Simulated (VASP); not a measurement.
# Ga in VASP: notebook

Runs on Ga. Level: PBE. Tasks: single point.

Everything below comes from runs of VASP 6.6.1. Logs are shortened: lines on timing, memory, paths and dates and some standing lists are left out, and cuts for length are marked.

### Step 1. Starting point

The cell holds a sheet with vacuum, 2 atoms: a = 4.330 Å, b = 4.330 Å, c = 23.800 Å, α = 90.00°, β = 90.00°, γ = 120.00°.

The cell was built by a generator and needn't be a form met in nature.

### Step 2. Single point, PBE

Contents of INCAR:

```
PREC     = Accurate       # precision mode
ENCUT    = 520            # plane-wave cutoff, eV
EDIFF    = 1E-6           # SCF threshold, eV
ISMEAR   = 0              # smearing method
SIGMA    = 0.1            # smearing width, eV
LREAL    = False          # projectors in reciprocal space
LASPH    = True           # aspherical terms in the spheres
NELM     = 100            # most SCF steps
ALGO     = Fast           # electronic algorithm
ISIF     = 2              # what is computed and relaxed
LWAVE    = False          # write WAVECAR
LCHARG   = False          # write CHGCAR
LDIPOL   = True         
IDIPOL   = 3            
DIPOL    = 0.5 0.5 0.294
GGA      = PE             # functional
NBANDS   = 20             # bands
```

Contents of KPOINTS:

```
regular mesh
0
Gamma
  18 18 1
```

Contents of POSCAR:

```
Ga
1.0
    4.3304969488      0.0000000000      0.0000000000
   -2.1652484744      3.7503203687      0.0000000000
    0.0000000000      0.0000000000     23.8000000000
Ga
2
Direct
    0.3333333333      0.6666666667      0.2941176471
    0.6666666667      0.3333333333      0.2941176471
```

Potentials or basis: VASP PAW PBE potentials, release 64 (Ga_d).

Started as:

```console
$ cat potpaw_PBE.64/Ga_d/POTCAR > POTCAR
$ mpirun -np 1 vasp_std > vasp.out
```

OUTCAR:

```text
PREC = Accurate
   ENCUT = 520
   EDIFF = 1E-6
   ISMEAR = 0
   LREAL = False
   LASPH = True
   NELM = 100
   ISIF = 2
   GGA = PE

 ion  position               nearest neighbor table
   1  0.333  0.667  0.294-   2 2.50   2 2.50   2 2.50
   2  0.667  0.333  0.294-   1 2.50   1 2.50   1 2.50

  LATTYP: Found a hexagonal cell.
 ALAT       =     4.3304969488
 C/A-ratio  =     5.4959050385

  Lattice vectors:

 A1 = (   4.3304969488,   0.0000000000,   0.0000000000)
 A2 = (  -2.1652484744,   3.7503203687,   0.0000000000)
 A3 = (   0.0000000000,   0.0000000000,  23.8000000000)

Analysis of symmetry for initial positions (statically):
=====================================================================
 Subroutine PRICEL returns:
 Original cell was already a primitive cell.

 Routine SETGRP: Setting up the symmetry group for a
 hexagonal supercell.

 Subroutine GETGRP returns: Found 24 space group operations
 (whereof 12 operations were pure point group operations)
 out of a pool of 24 trial point group operations.

The static configuration has the point symmetry C_6v.
 The point group associated with its full space group is D_6h.

Analysis of symmetry for dynamics (positions and initial velocities):
=====================================================================
 Subroutine PRICEL returns:
 Original cell was already a primitive cell.

 Routine SETGRP: Setting up the symmetry group for a
 hexagonal supercell.

 Subroutine GETGRP returns: Found 24 space group operations
 (whereof 12 operations were pure point group operations)
 out of a pool of 24 trial point group operations.

The dynamic configuration has the point symmetry C_6v.
 The point group associated with its full space group is D_6h.

 Subroutine INISYM returns: Found 24 space group operations
 (whereof 12 operations are pure point group operations),
 and found     1 'primitive' translations

----------------------------------------------------------------------------------------

                                     Primitive cell

  volume of cell :     386.5299

  direct lattice vectors                    reciprocal lattice vectors
     4.330496949  0.000000000  0.000000000     0.230920380  0.133321943  0.000000000
    -2.165248474  3.750320369  0.000000000     0.000000000  0.266643887  0.000000000
     0.000000000  0.000000000 23.800000000     0.000000000  0.000000000  0.042016807

  length of vectors
     4.330496949  4.330496949 23.800000000     0.266643887  0.266643887  0.042016807

  position of ions in fractional coordinates (direct lattice)
     0.333333333  0.666666667  0.294117647
     0.666666667  0.333333333  0.294117647

  ion indices of the primitive-cell ions
[... 82 lines left out ...]
   ISYM   =      2    0-nonsym 1-usesym 2-fastsym
   POTIM  = 0.5000    time-step for ionic-motion
   TEBEG  =    0.0;   TEEND  =   0.0 temperature during run
   PSTRESS=    0.0 pullay stress
   NELECT =      26.0000    total number of electrons
   NUPDOWN=      -1.0000    fix difference up-down
   EMIN   =  10.00;   EMAX   =-10.00  energy-range for DOS
   EFERMI =   0.00;   METHOD = LEGACY
   ISMEAR =     0;   SIGMA  =   0.10  broadening in eV -4-tet -1-fermi 0-gaus
   EFERMI_NEDOS =   21; number of points for ismear=-14 and -15
   IALGO  =     68    algorithm
   IMIX   =      4    mixing-type and parameters
     AMIX     =   0.40;   BMIX     =  1.00
     AMIX_MAG =   1.60;   BMIX_MAG =  1.00
  volume/ion in A,a.u.               =     193.26      1304.22
  Fermi-wavevector in a.u.,A,eV,Ry     =   0.665792  1.258164  6.031168  0.443278
  Thomas-Fermi vector in A             =   1.739895
   LORBIT       =      0    0 simple, 1 ext, 2 COOP (PROOUT), +10 PAW based schemes
   GGA     = PE    functional components
   LHFCALC =     F    Hartree Fock is set to
   AEXX    =    0.0000 exact exchange contribution
   IVDW    =     0    specifies the selected vdW correction
   LEPSILON=     F    determine dielectric tensor
   LRPA    =     F    only Hartree local field effects (RPA)
 non-spin polarized calculation
 RMM-DIIS sequential band-by-band and
 Gauss-broadening in eV      SIGMA  =   0.10
  energy-cutoff  :      520.00
  volume of cell :      386.53
 maximum number of plane-waves:     10452
   NGX = 17   NGY = 17   NGZ = 89

 number of electron      26.0000003 magnetization

 dipolmoment           0.000000      0.000000      0.000004 electrons x Angstroem

 Free energy of the ion-electron system (eV)
  ---------------------------------------------------
  ext. energy  EPLUGINS =         0.00000000
  ---------------------------------------------------
  free energy    TOTEN  =        -4.55067117 eV

  energy without entropy =       -4.54181825  energy(sigma->0) =       -4.54624471

 E-fermi :  -3.2875     XC(G=0):  -1.7913

 val. band max:       -3.3383214322   @ k =   0.0556   0.0556   0.0000
 cond. band min:      -3.2845831458   @ k =   0.2778   0.0556   0.0000
 fundamental gap:      0.0537382864
 Fermi energy:        -3.2874806534

 k-point     1 :       0.0000    0.0000    0.0000
  band No.  band energies     occupation
      1     -18.1434      2.00000
      2     -18.0183      2.00000
      3     -18.0183      2.00000
      4     -17.9561      2.00000
      5     -17.9561      2.00000
      6     -17.8088      2.00000
[... 541 lines left out ...]
     19       3.3814      0.00000
     20       3.4275      0.00000

 [... further k-points ...]

------------------------ aborting loop because EDIFF is reached ----------------------------------------

 vacuum level on the upper side and lower side of the slab       (xc-potential included)        -0.008        -0.008

  FORCE on cell =-STRESS in cart. coord.  units (eV):
  Direction    XX          YY          ZZ          XY          YZ          ZX
  --------------------------------------------------------------------------------------
  -------------------------------------------------------------------------------------
  Total        0.0409771      0.0409771     -0.0001181      0.0000000     -0.0000000     -0.0000000
  in kB        0.1698513      0.1698513     -0.0004895      0.0000000     -0.0000000     -0.0000000
  external PRESSURE =       0.1130710 kB  Pullay stress =       0.0000000 kB

 VOLUME and BASIS-vectors are now :
 -----------------------------------------------------------------------------
  energy-cutoff  :      520.00
  volume of cell :      386.53
      direct lattice vectors                 reciprocal lattice vectors
     4.330496949  0.000000000  0.000000000     0.230920380  0.133321943  0.000000000
    -2.165248474  3.750320369  0.000000000     0.000000000  0.266643887  0.000000000
     0.000000000  0.000000000 23.800000000     0.000000000  0.000000000  0.042016807

 POSITION                                       TOTAL-FORCE (eV/Angst)
 -----------------------------------------------------------------------------------
     -0.00000      2.50021      7.00000         0.000000     -0.000000     -0.000000
      2.16525      1.25011      7.00000        -0.000000      0.000000      0.000000
 -----------------------------------------------------------------------------------
    total drift:                               -0.000000     -0.000000      0.000254

  FREE ENERGIE OF THE ION-ELECTRON SYSTEM (eV)
  ---------------------------------------------------
  free  energy   TOTEN  =        -4.5506711674 eV

  energy  without entropy=       -4.5418182480  energy(sigma->0) =       -4.54624471

 vacuum level on the upper side and lower side of the slab         0.934         0.934
```

Run time: 3.5 min. Hardware: 1 thread of AMD EPYC 9R45 (Zen 5), shared host; peak memory 0.53 GiB.

What came out:

| Item | Value |
| --- | --- |
| Free energy | -4.5507 eV |
| Band gap on the k mesh | none (metal or under the smearing width) |

Levels at points of the mesh, in eV from the Fermi level:
| k point | band 9 | band 10 | band 11 | band 12 | band 13 | band 14 | band 15 | band 16 | band 17 | band 18 |
| --- | --- | --- | --- | --- | --- | --- | --- | --- | --- | --- |
| (0.00, 0.00, 0.00) | -14.49 | -14.49 | -8.18 | -0.93 | 1.28 | 1.28 | 1.63 | 3.36 | 4.08 | 4.33 |
| (0.50, 0.00, 0.00) | -14.33 | -14.31 | -6.33 | -4.78 | -0.21 | 0.99 | 2.51 | 2.59 | 5.90 | 6.12 |

### Step 3. Single point, PBE

This run uses another cell than the first one, of 192.16 Å³/atom, 0.994 times its volume.

Contents of INCAR:

```
SYSTEM = Ga
PREC     = Accurate       ! precision mode
ENCUT    = 520            ! plane-wave cutoff, eV
EDIFF    = 1E-6           ! SCF threshold, eV
ISMEAR   = 0              ! smearing method
SIGMA    = 0.1            ! smearing width, eV
LREAL    = .FALSE.        ! projectors in reciprocal space
LASPH    = .TRUE.         ! aspherical terms in the spheres
NELM     = 100            ! most SCF steps
ALGO     = Fast           ! electronic algorithm
ISIF     = 2              ! what is computed and relaxed
LWAVE    = .FALSE.        ! write WAVECAR
LCHARG   = .TRUE.         ! write CHGCAR
LDIPOL   = .TRUE.       
IDIPOL   = 3            
DIPOL    = 0.5 0.5 0.294
GGA      = PE             ! functional
LELF     = .TRUE.         ! ELF
LVHAR    = .TRUE.       
LVACPOTAV= .TRUE.       
NBANDS   = 20             ! bands
```

Contents of KPOINTS:

```
regular mesh
0
G
  18 18 1
  0 0 0
```

Contents of POSCAR:

```
Ga
1.0
    4.3181184611      0.0000000000      0.0000000000
   -2.1590592306      3.7396002839      0.0000000000
    0.0000000000      0.0000000000     23.8000000000
Ga
2
Direct
    0.3333333333      0.6666666667      0.2941176471
    0.6666666667      0.3333333333      0.2941176471
```

Potentials or basis: VASP PAW PBE potentials, release 64 (Ga_d).

Started as:

```console
$ cat potpaw_PBE.64/Ga_d/POTCAR > POTCAR
$ mpirun -np 1 vasp_std > vasp.out
```

Run time: 3.6 min. Hardware: 1 thread of AMD EPYC 9R45 (Zen 5), shared host; peak memory 0.53 GiB.

Results (log left out):

| Property | Result |
| --- | --- |
| Free energy | -4.5502 eV |
| Band gap on the k mesh | none (metal or under the smearing width) |
| Work function of the upper face | 4.24 eV |
| Work function of the lower face | 4.24 eV |

Levels at points of the mesh, in eV from the Fermi level:
| k point | band 9 | band 10 | band 11 | band 12 | band 13 | band 14 | band 15 | band 16 | band 17 | band 18 |
| --- | --- | --- | --- | --- | --- | --- | --- | --- | --- | --- |
| (0.00, 0.00, 0.00) | -14.49 | -14.49 | -8.20 | -0.94 | 1.30 | 1.30 | 1.70 | 3.36 | 4.09 | 4.34 |
| (0.50, 0.00, 0.00) | -14.33 | -14.31 | -6.34 | -4.79 | -0.21 | 0.99 | 2.52 | 2.62 | 5.92 | 6.14 |
